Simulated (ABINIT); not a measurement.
The system is BeTe.

```
Te Be
1.0
     0.00000    2.77000    2.77000
     2.77000    0.00000    2.77000
     2.77000    2.77000    0.00000
Te Be
1 1
Direct
  0.75000 0.75000 0.75000
  0.00000 0.00000 0.00000
```

Base run:

```yaml
Program: ABINIT 10.8.3 (patched build)
Functional: RPBE
Potentials_or_basis: JTH PAW PBE v2.0
Cutoff: 408 eV
k_mesh: 8 × 8 × 8
Occupations: fermi-dirac, width 0.05 eV
Spin: no spin polarisation
```

Its results: band gap on the k mesh 1.94 eV, indirect (least direct gap 3.66 eV).

Q: The run is repeated on the same cell with these changes: functional from RPBE to LDA-PZ; potentials or basis from JTH PAW PBE v2.0 to JTH PAW LDA v2.0. What comes out?

A: Band gap on the k mesh 1.75 eV, indirect (least direct gap 3.63 eV).

Caveats: spin-orbit coupling is left out, which moves the levels of the heavy elements.

A k mesh can miss the band edges.
